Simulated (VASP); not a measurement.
# Native point defects of Co2Si, part 6 of 7

Wanted: a map of the native defects of Co2Si, all in one supercell and at one level. The start is a cell from a database of measured crystal structures.

VASP 6.6.1, plane waves and PAW; the level of theory is named at each step.

Still holding for the runs below: The magnetic state follows from one typed start and may not be the lowest.

So far. Step 7 (The defect cell, 47 atoms, defect Co vacancy): The 8 first neighbours (Co and Si) lie 2.40 Å from the site on average (2.27 to 2.53) in the perfect crystal and 2.32 Å on average after the relaxation (-3.3 %, spread from 2.12 to 2.54 Å).

## Step 8: Energies of this defect, 47 atoms, defect vacancy, element Co

This step: point defect, PBEsol; plane waves and PAW (VASP 6.6.1).

This step runs nothing: it gathers the runs above.

Numbers from this step:

| Item | Value |
| --- | --- |
| formation energy of the neutral defect | 1.241 eV |
| host formation enthalpy | -0.5422 eV/atom |

Formation energy:

```
formation energy (eV)  largest move (Å)
                1.241            0.1542
```

E_f is E(defect cell) less E(perfect cell), corrected for the atoms exchanged with their references.

References, in eV an atom: Co -7.746 (crystal P6_3/mmc) and Si -5.745 (crystal Fd-3m). They were run at the supercell's cutoff and functional, without U, and count both elements from their own phases.

The formation energy is 1.241 eV, and the largest move of an atom 0.15 Å.

## Step 9: The defect cell, 47 atoms, defect Si vacancy

This step: PBEsol, spin-polarised from a ferromagnetic start; plane waves and PAW (Co, Si) (VASP 6.6.1).

System of this step: Co32Si15. The cell holds 47 atoms: 32 Co and 15 Si. Cell: a = 9.222 Å, b = 9.222 Å, c = 9.222 Å, α = 117.3°, β = 133.1°, γ = 81.8°. It derives from Co2Si. Nearest the centre at fractional (0.822, 0.848, 0.776): Co8 at 2.27 Å, Co6 at 2.27 Å, Co1 at 2.30 Å, Co13 at 2.30 Å, Co28 at 2.30 Å, Co26 at 2.30 Å, Co30 at 2.39 Å, Co4 at 2.53 Å.

The input, INCAR:

```
SYSTEM = Co32Si15
PREC = Normal
ENCUT = 300
EDIFF = 1E-05
NELM = 120
ISMEAR = 1
SIGMA = 0.2
LREAL = Auto
ALGO = Fast
GGA = PS
NBANDS = 245
ISPIN = 2
MAGMOM = 2 2 2 2 2 2 2 2 2 2 2 2 2 2 2 2 2 2 2 2 2 2 2 2 2 2 2 2 2 2 2 2 0 0 0 0 0 0 0 0 0 0 0 0 0 0 0
LASPH = .TRUE.
LMAXMIX = 4
LORBIT = 11
LWAVE = .FALSE.
LCHARG = .TRUE.
KPAR = 4
NCORE = 2
IBRION = 2
NSW = 50
ISIF = 2
EDIFFG = -0.03
POTIM = 0.4
MAXMIX = 40
ISYM = 2
```

The input, POSCAR:

```
Co32Si15
1.0
   -4.7958520617      3.6690569695      6.9701073084
    4.7958520617     -3.6690569695      6.9701073084
    4.7958520617      3.6690569695     -6.9701073084
Co Si
32 15
Direct
    0.8425244000      0.6304903400      0.5379659400
    0.3425244000      0.1304903400      0.5379659400
    0.3425244000      0.6304903400      0.0379659400
    0.8425244000      0.1304903400      0.0379659400
    0.1574756000      0.3695096600      0.4620340600
    0.6574756000      0.8695096600      0.4620340600
    0.6574756000      0.3695096600      0.9620340600
    0.1574756000      0.8695096600      0.9620340600
    0.3425244000      0.3045584600      0.2120340600
    0.8425244000      0.8045584600      0.2120340600
    0.8425244000      0.3045584600      0.7120340600
    0.3425244000      0.8045584600      0.7120340600
    0.6574756000      0.6954415400      0.7879659400
    0.1574756000      0.1954415400      0.7879659400
    0.1574756000      0.6954415400      0.2879659400
    0.6574756000      0.1954415400      0.2879659400
    0.5152192300      0.3707032600      0.6054840300
    0.0152192300      0.8707032600      0.6054840300
    0.0152192300      0.3707032600      0.1054840300
    0.5152192300      0.8707032600      0.1054840300
    0.4847807700      0.6292967400      0.3945159700
    0.9847807700      0.1292967400      0.3945159700
    0.9847807700      0.6292967400      0.8945159700
    0.4847807700      0.1292967400      0.8945159700
    0.5152192300      0.4097352000      0.1445159700
    0.0152192300      0.9097352000      0.1445159700
    0.0152192300      0.4097352000      0.6445159700
    0.5152192300      0.9097352000      0.6445159700
    0.4847807700      0.5902648000      0.8554840300
    0.9847807700      0.0902648000      0.8554840300
    0.9847807700      0.5902648000      0.3554840300
    0.4847807700      0.0902648000      0.3554840300
    0.3223164200      0.3478739000      0.7755574800
    0.3223164200      0.8478739000      0.2755574800
    0.8223164200      0.3478739000      0.2755574800
    0.1776835800      0.1521261000      0.2244425200
    0.6776835800      0.6521261000      0.2244425200
    0.6776835800      0.1521261000      0.7244425200
    0.1776835800      0.6521261000      0.7244425200
    0.3223164200      0.5467589400      0.4744425200
    0.8223164200      0.0467589400      0.4744425200
    0.8223164200      0.5467589400      0.9744425200
    0.3223164200      0.0467589400      0.9744425200
    0.6776835800      0.4532410600      0.5255574800
    0.1776835800      0.9532410600      0.5255574800
    0.1776835800      0.4532410600      0.0255574800
    0.6776835800      0.9532410600      0.0255574800
```

The input, KPOINTS:

```
Automatic mesh
0
Gamma
4 4 4
0 0 0
```

PAW data sets: Co and Si (PBE family, release 64).

On the command line:

```console
mpirun -np 8 vasp_std
```

The program printed:

```text
[... set-up lines as in an earlier step ...]
 entering main loop
       N       E                     dE             d eps       ncg     rms          rms(c)
DAV:   1     0.224157637409E+04    0.22416E+04   -0.94454E+04 23520   0.115E+03
DAV:   2    -0.116818096700E+03   -0.23584E+04   -0.21997E+04 23520   0.318E+02
DAV:   3    -0.387781377277E+03   -0.27096E+03   -0.23124E+03 23693   0.128E+02
DAV:   4    -0.403523342344E+03   -0.15742E+02   -0.15296E+02 27904   0.320E+01
DAV:   5    -0.404067286187E+03   -0.54394E+00   -0.54254E+00 29120   0.539E+00    0.806E+01
RMM:   6    -0.417046230946E+03   -0.12979E+02   -0.70778E+02 23520   0.912E+01    0.768E+01
RMM:   7    -0.407824753440E+03    0.92215E+01   -0.16404E+02 23520   0.445E+01    0.950E+01
RMM:   8    -0.370819041455E+03    0.37006E+02   -0.45532E+01 23520   0.239E+01    0.499E+01
RMM:   9    -0.377959738045E+03   -0.71407E+01   -0.36823E+01 23520   0.198E+01    0.637E+01
RMM:  10    -0.363399094483E+03    0.14561E+02   -0.21653E+01 23520   0.171E+01    0.364E+01
RMM:  11    -0.356278148821E+03    0.71209E+01   -0.44079E+00 23520   0.697E+00    0.139E+01
RMM:  12    -0.357509893643E+03   -0.12317E+01   -0.22112E+00 23520   0.461E+00    0.177E+01
RMM:  13    -0.356121560916E+03    0.13883E+01   -0.11881E+00 23520   0.387E+00    0.869E+00
RMM:  14    -0.356605524358E+03   -0.48396E+00   -0.80195E-01 23520   0.267E+00    0.122E+01
RMM:  15    -0.356472224844E+03    0.13330E+00   -0.69497E-01 23520   0.276E+00    0.953E+00
RMM:  16    -0.356105779163E+03    0.36645E+00   -0.42437E-01 23520   0.213E+00    0.453E+00
RMM:  17    -0.356139593217E+03   -0.33814E-01   -0.18488E-01 23520   0.131E+00    0.458E+00
RMM:  18    -0.356020380506E+03    0.11921E+00   -0.83623E-02 23563   0.999E-01    0.119E+00
RMM:  19    -0.356041987422E+03   -0.21607E-01   -0.34240E-02 23655   0.534E-01    0.217E+00
RMM:  20    -0.356018961927E+03    0.23025E-01   -0.18172E-02 23727   0.469E-01    0.797E-01
RMM:  21    -0.356019388360E+03   -0.42643E-03   -0.63776E-03 24461   0.224E-01    0.784E-01
RMM:  22    -0.356018604941E+03    0.78342E-03   -0.42451E-03 23556   0.192E-01    0.407E-01
RMM:  23    -0.356019894182E+03   -0.12892E-02   -0.30537E-03 23588   0.164E-01    0.569E-01
RMM:  24    -0.356019994907E+03   -0.10072E-03   -0.22344E-03 23578   0.143E-01    0.440E-01
RMM:  25    -0.356019228096E+03    0.76681E-03   -0.10610E-03 23854   0.102E-01    0.186E-01
RMM:  26    -0.356019595461E+03   -0.36736E-03   -0.53830E-04 24388   0.609E-02    0.237E-01
RMM:  27    -0.356019426955E+03    0.16851E-03   -0.32398E-04 23575   0.561E-02    0.117E-01
RMM:  28    -0.356019622824E+03   -0.19587E-03   -0.22885E-04 23563   0.399E-02    0.175E-01
RMM:  29    -0.356019608040E+03    0.14784E-04   -0.27659E-04 23559   0.465E-02    0.675E-02
RMM:  30    -0.356019660440E+03   -0.52400E-04   -0.12872E-04 22865   0.271E-02    0.867E-02
RMM:  31    -0.356019662702E+03   -0.22618E-05   -0.10798E-04 22745   0.276E-02    0.481E-02
RMM:  32    -0.356019665348E+03   -0.26462E-05   -0.43044E-05 20900   0.169E-02
   1 F= -.35601967E+03 E0= -.35602349E+03  d E =-.356020E+03  mag=     6.6420
 curvature:   0.00 expect dE= 0.000E+00 dE for cont linesearch  0.000E+00
 trial: gam= 0.00000 g(F)=  0.133E+00 g(S)=  0.000E+00 ort = 0.000E+00 (trialstep = 0.100E+01)
 search vector abs. value=  0.133E+00
 bond charge predicted
       N       E                     dE             d eps       ncg     rms          rms(c)
DAV:   1    -0.356110966753E+03   -0.91304E-01   -0.15767E+01 24632   0.707E+00    0.959E-01
RMM:   2    -0.356141506980E+03   -0.30540E-01   -0.21022E-01 23520   0.169E+00    0.174E+00
RMM:   3    -0.356128434083E+03    0.13073E-01   -0.51040E-02 23522   0.675E-01    0.579E-01
RMM:   4    -0.356129432113E+03   -0.99803E-03   -0.15829E-02 25164   0.359E-01    0.559E-01
RMM:   5    -0.356128870575E+03    0.56154E-03   -0.58551E-03 23583   0.233E-01    0.443E-01
RMM:   6    -0.356128216946E+03    0.65363E-03   -0.21253E-03 23520   0.144E-01    0.352E-01
RMM:   7    -0.356127980951E+03    0.23599E-03   -0.17320E-03 23520   0.135E-01    0.298E-01
RMM:   8    -0.356127528075E+03    0.45288E-03   -0.74175E-04 23520   0.861E-02    0.116E-01
RMM:   9    -0.356127507625E+03    0.20450E-04   -0.22368E-04 23522   0.448E-02    0.840E-02
RMM:  10    -0.356127502223E+03    0.54020E-05   -0.84997E-05 22747   0.279E-02
   2 F= -.35612750E+03 E0= -.35613106E+03  d E =-.107837E+00  mag=     6.7275
[... from here on, the cycles between the ionic steps are left out ...]
   3 F= -.35619501E+03 E0= -.35619775E+03  d E =-.175345E+00  mag=     7.2089
   4 F= -.35619625E+03 E0= -.35619863E+03  d E =-.176587E+00  mag=     7.3606
   5 F= -.35623015E+03 E0= -.35623196E+03  d E =-.339019E-01  mag=     7.7160
   6 F= -.35623640E+03 E0= -.35623789E+03  d E =-.401447E-01  mag=     7.9371
   7 F= -.35623653E+03 E0= -.35623792E+03  d E =-.402795E-01  mag=     7.9972
   8 F= -.35624455E+03 E0= -.35624562E+03  d E =-.801910E-02  mag=     8.2420
   9 F= -.35624669E+03 E0= -.35624765E+03  d E =-.101543E-01  mag=     8.3865
  10 F= -.35624684E+03 E0= -.35624777E+03  d E =-.103047E-01  mag=     8.4256
  11 F= -.35624949E+03 E0= -.35625053E+03  d E =-.265755E-02  mag=     8.4876
  12 F= -.35624964E+03 E0= -.35625076E+03  d E =-.280623E-02  mag=     8.4767
 curvature:  -1.47 expect dE=-0.149E-02 dE for cont linesearch -0.602E-05
 trial: gam= 0.39536 g(F)=  0.101E-02 g(S)=  0.000E+00 ort = 0.115E-03 (trialstep = 0.184E+01)
 search vector abs. value=  0.161E-02
 bond charge predicted
       N       E                     dE             d eps       ncg     rms          rms(c)
DAV:   1    -0.356250434431E+03   -0.79321E-03   -0.61118E-01 23695   0.140E+00    0.149E-01
RMM:   2    -0.356250980818E+03   -0.54639E-03   -0.61099E-03 23520   0.293E-01    0.118E-01
RMM:   3    -0.356251135827E+03   -0.15501E-03   -0.13584E-03 23520   0.991E-02    0.132E-01
RMM:   4    -0.356251075523E+03    0.60305E-04   -0.40150E-04 24075   0.658E-02    0.651E-02
RMM:   5    -0.356251073919E+03    0.16033E-05   -0.13553E-04 23459   0.328E-02    0.615E-02
RMM:   6    -0.356251064218E+03    0.97016E-05   -0.49763E-05 21043   0.224E-02
  13 F= -.35625106E+03 E0= -.35625233E+03  d E =-.142113E-02  mag=     8.4914
 trial-energy change:   -0.001421  1 .order   -0.001261   -0.001945   -0.000577
 step:   2.2527(harm=  2.6107)  dis= 0.00790  next Energy=  -356.251131 (dE=-0.149E-02)
 reached required accuracy - stopping structural energy minimisation
```

The job ended after 47 min (8 MPI ranks of AMD EPYC 7R43, shared host; peak memory 6.6 GiB; 6.2 h of CPU time).

Parts of OUTCAR (step 9):

```text
   k-points           NKPTS =     24   k-points in BZ     NKDIM =     24   number of bands    NBANDS=    245

   NELECT =     348.0000    total number of electrons

 E-fermi :  11.6474

 spin component 1
 k-point     1 :       0.0000    0.0000    0.0000
  band No.  band energies     occupation
    ...
    175      11.5515      0.85850
    176      11.5757      0.78292
    177      11.5888      0.73635
    178      11.6276      0.58320
    179      11.6295      0.57521
    180      11.6524      0.47879
    181      11.8595     -0.03032
    182      11.8926     -0.03546
    183      11.9356     -0.03018
    184      11.9532     -0.02635
    ...

 k-point     2 :       0.2500    0.0000   -0.0000
  band No.  band energies     occupation
    ...
    175      11.5236      0.92838
    176      11.5749      0.78550
    177      11.6049      0.67533
    178      11.6149      0.63558
    179      11.6469      0.50214
    180      11.7404      0.14968
    181      11.7812      0.05138
    182      11.8296     -0.01329
    183      11.9952     -0.01687
    184      12.0049     -0.01492
    ...

  Total       -5.2029458     -6.5466054     -9.1681518      0.0000000      0.0000000      1.9575006
  in kB      -16.9918317    -21.3799685    -29.9414405      0.0000000      0.0000000      6.3928247
  external PRESSURE =     -22.7710802 kB  Pullay stress =       0.0000000 kB

 POSITION                                       TOTAL-FORCE (eV/Angst)
 -----------------------------------------------------------------------------------
      1.68783      2.75179      6.51401         0.023136      0.000000      0.004239
      1.56139      2.75179     -0.43989         0.002554     -0.000000      0.006435
      1.55834     -0.91726      6.52559        -0.009323      0.000000     -0.001316
     -3.22225      2.75179      6.50679        -0.018658      0.000000      0.018686
      3.22364      0.91926      0.45727         0.004178     -0.007231     -0.004947
      3.26387      1.01373      7.37635         0.007338     -0.005419     -0.001074
      3.22364      4.58432      0.45727         0.004178      0.007231     -0.004947
      8.05972      0.82080      0.40625         0.007338      0.005419     -0.001074
      0.83271      0.92635      3.02890         0.005345      0.001157      0.005491
      0.83121      0.91607     10.00112         0.008479     -0.000363      0.000184
      0.83271      4.57724      3.02890         0.005345     -0.001157      0.005491
      5.62707      0.91846      3.03101         0.008479      0.000363      0.000184
      3.92052      2.75179      4.05815         0.002377      0.000000      0.005403
      3.96933      2.75179     -3.05343        -0.010632      0.000000     -0.006828
      3.95414     -0.91726      3.93288         0.001022      0.000000     -0.012365
     -0.82293      2.75179      3.93350        -0.001047     -0.000000     -0.006353
      2.20621      2.75179      1.96032         0.005534      0.000000     -0.001681
      7.01215     -0.91726      1.94635        -0.000750      0.000000     -0.005382
      2.21481     -0.91726      1.94616        -0.007903      0.000000      0.002318
      2.22791     -0.91726      8.90133         0.016854      0.000000      0.001422
      2.58716      0.89847      5.03475         0.005714     -0.004142      0.000178
     -2.21252      4.58859      5.00422        -0.011383      0.000588      0.011100
      2.58716      4.60512      5.03475         0.005714      0.004142      0.000178
      2.58333      4.58405     -1.96589        -0.011383     -0.000588      0.011100
[...]
-----------------------------------------------------------------------------------
    total drift:                               -0.006355     -0.000021     -0.001508

  FREE ENERGIE OF THE ION-ELECTRON SYSTEM (eV)
  ---------------------------------------------------
  free  energy   TOTEN  =      -356.2510642178 eV

  energy  without entropy=     -356.2548704830  energy(sigma->0) =     -356.25233297

 magnetization (x)
# of ion       s       p       d       tot
------------------------------------------
    1        0.000  -0.006   0.560   0.555
    2       -0.003  -0.007   0.107   0.098
    3       -0.002  -0.009   0.222   0.211
    4       -0.002  -0.008   0.132   0.122
    5       -0.002  -0.007   0.133   0.123
    6       -0.002  -0.006   0.463   0.454
    7       -0.002  -0.007   0.133   0.123
    8       -0.002  -0.006   0.463   0.454
    9       -0.002  -0.006   0.164   0.156
   10       -0.003  -0.010   0.187   0.173
   11       -0.002  -0.006   0.164   0.156
   12       -0.003  -0.010   0.187   0.173
   13       -0.000  -0.005   0.585   0.579
   14       -0.002  -0.008   0.173   0.163
   15       -0.002  -0.009   0.222   0.210
   16       -0.002  -0.006   0.159   0.152
   17       -0.001  -0.005   0.261   0.255
   18       -0.001  -0.009   0.360   0.350
   19       -0.001  -0.006   0.271   0.265
   20       -0.000  -0.008   0.376   0.368
   21       -0.002  -0.007   0.388   0.378
   22       -0.001  -0.004   0.172   0.167
   23       -0.002  -0.007   0.388   0.378
[...]
--------------------------------------------------
tot         -0.084  -0.388   9.319   8.847

[... 8 parts as in an earlier step ...]

[... 14 further parts left out ...]
```

The steps of the relaxation:

```
step  energy less that of the first step (eV)  largest force (eV/Å)
   1                                   0.0000                0.7127
   2                                  -0.1078                0.5145
   3                                  -0.1753                0.2776
   4                                  -0.1766                0.2539
   5                                  -0.2105                0.1724
   6                                  -0.2167                0.1351
   7                                  -0.2169                0.1252
   8                                  -0.2249                0.0921
   9                                  -0.2270                0.0715
  10                                  -0.2272                0.0775
  11                                  -0.2298                0.0468
  12                                  -0.2300                0.0419
  13                                  -0.2314                0.0264
```

The atoms that moved most (Å):

```
atom      dx      dy      dz  length
Co13  -0.041   0.000   0.120   0.127
 Co1   0.125   0.000  -0.003   0.125
 Co6   0.031   0.096  -0.046   0.112
 Co8   0.031  -0.096  -0.046   0.112
Si36  -0.033  -0.022  -0.035   0.053
Si38  -0.033   0.022  -0.035   0.053
Si45  -0.032   0.000   0.026   0.041
Co29  -0.005   0.000   0.041   0.041
```

Numbers from this step:

```
electronic cycles                                 : 114
electrons                                         : 348
free energy (TOTEN)                               : -356.2511 eV
energy at zero smearing                           : -356.2523 eV
Fermi energy                                      : 11.65 eV
moment of the cell, from the last line of the log : 8.491 μB
```

Spin moment in the PAW sphere by element, in μB:

```
element  atoms    mean  spread (r.m.s.)   least  largest
     Co     32   0.283            0.140   0.098    0.579
     Si     15  -0.015            0.001  -0.017   -0.012
```

The atoms nearest the centre:

```
atom  distance (Å)  spin moment in the PAW sphere (μB)
 Co6          2.16                               0.454
 Co8          2.16                               0.454
 Co1          2.17                               0.555
Co13          2.18                               0.579
Co28          2.28                               0.429
Co26          2.28                               0.429
Co30          2.39                               0.488
Co21          2.54                               0.378
Co23          2.54                               0.378
 Co4          2.54                               0.122
Si38          2.98                              -0.015
Si36          2.98                              -0.015
Si47          3.09                              -0.015
Si44          3.10                              -0.016
```

Spin density in the ac plane at fractional y = 0.848, through the centre, with atoms of Co and Si within 0.45 Å of it.

Ten even steps from '0' (-0.01 e/Å³) to '9' (0.56 e/Å³), each cell a mean:
```
00169510000000000000000000
01697100000000000000000000
04651000000000000000000000
01110000000000000000000000
00000000012100000000000000
00000000122000000000000000
00000001221000000000000000
12100001100001210000000000
55200000000013300000000001
85100000000144200001000015
51000000000231000132000025
10000000000000001673000012
00000000000000016961000000
00000000000000038620000000
00000000000000034100000000
00000000000000010000000000
00000000000000000000001110
00000000000000000000012200
00000000000000000000122100
12100000000001210000110000
33000000000015530000000001
41000000000158510000000014
10000000000365100000000023
00013320000231000000000010
```
Columns run along a (9.2 Å), rows up along c (9.2 Å). Atoms in or near the plane, at fractional coordinates: Co at (0.67, 0.48), Co at (0.14, 0.95), Co at (0.84, 0.21), Co at (0.34, 0.71), Co at (0.01, 0.61), Co at (0.51, 0.11), Si at (0.32, 0.28).

[end of part 6 of 7]

[Lines on the potential files, build, host, timing and source positions are cut from VASP's logs without a mark.]

[Logs are printed without paths, hosts, clocks, repeated set-up lines and the standing remarks that a program may print on its own settings, such as how far it seeks lower states.]

[Hosts, paths, dates, database ids (printed as entryN), source tags and the programs' standing remarks are cut or masked in the printed files.]

[In band tables of VASP the shares of atoms and orbitals are scaled to a sum of 1 inside the atoms' spheres.]

[Runs that stopped without an error message from VASP are left out.]
